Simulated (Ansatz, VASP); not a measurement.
TaN: VASP beside Ansatz

Contents of INCAR:

```
SYSTEM = TaN
PREC = Accurate
ENCUT = 520
EDIFF = 1E-7
ISMEAR = 0
SIGMA = 0.15
LREAL = .FALSE.
LASPH = .TRUE.
NELM = 100
ALGO = Fast
ISIF = 2
LWAVE = .FALSE.
LCHARG = .TRUE.
GGA = PS
LELF = .TRUE.
LVHAR = .TRUE.
NBANDS = 15
```

File KPOINTS:

```
Automatic mesh
0
G
  20 20 20
  0 0 0
```

File POSCAR:

```
TaN
1.0
   -0.2645372760      2.1201136494      2.1201136494
    2.1201136494     -0.2645372760      2.1201136494
    2.1201136494      2.1201136494     -0.2645372760
Ta N
1 1
Direct
    0.5000000000      0.5000000000      0.5000000000
    0.0000000000      0.0000000000      0.0000000000
```

Input for Ansatz:

```yaml
crystal:
  lattice:
    - [-0.264537276, 2.1201136494, 2.1201136494]
    - [2.1201136494, -0.264537276, 2.1201136494]
    - [2.1201136494, 2.1201136494, -0.264537276]
  atoms:
    - { symbol: Ta, position: [0.5, 0.5, 0.5] }
    - { symbol: "N", position: [0.0, 0.0, 0.0] }
basis:
  ecutwfc: 520.0
kpoints:
  mp_grid: { grid: [20, 20, 20] }
hamiltonian:
  xc: pbesol
  pseudopotentials: { kind: paw, azcp: { folder: soft_1 } }
scf:
  occupations: { method: gaussian, width: 0.15 }
output:
  forces: true
  stress: true
  eigenvalues: true
```

Alike in both runs: task single point; functional PBEsol; k mesh 20 × 20 × 20; occupations gaussian, width 0.15 eV; no spin polarisation.

|  | VASP | Ansatz |
| --- | --- | --- |
| version | VASP 6.6.1 | Ansatz 0.2.0 |
| potentials or method | VASP PAW PBE potentials, release 64 (Ta_pv, N) | scalar-relativistic, plane waves, PAW |
| plane-wave cutoff (eV) | 520 | 520 |
| valence electrons in the cell | 16 | 18 |

Ansatz gave:

| Item | Value |
| --- | --- |
| gap on the k mesh at the Fermi level (eV) | none |
| pressure (GPa) | -22.0 |
| largest component of the traceless stress (GPa) | 10.09 |

Task: Estimate VASP's values.

Result: gap on the k mesh at the Fermi level (eV): none; pressure (GPa): -21.2; largest component of the traceless stress (GPa): 9.99.

A gap of «none» marks a metal or a gap that the smearing closes. The two sets of potentials don't hold the same shells in valence. Ansatz warned: «pseudo_functional_mismatch».

Caveats: so large a pressure means that the cell lies far from this level's equilibrium, or that cutoff or potentials fall short (VASP); the potentials were made for another functional, which shifts forces and pressure (VASP). Spin-orbit coupling is left out, which matters for the levels of Ta.
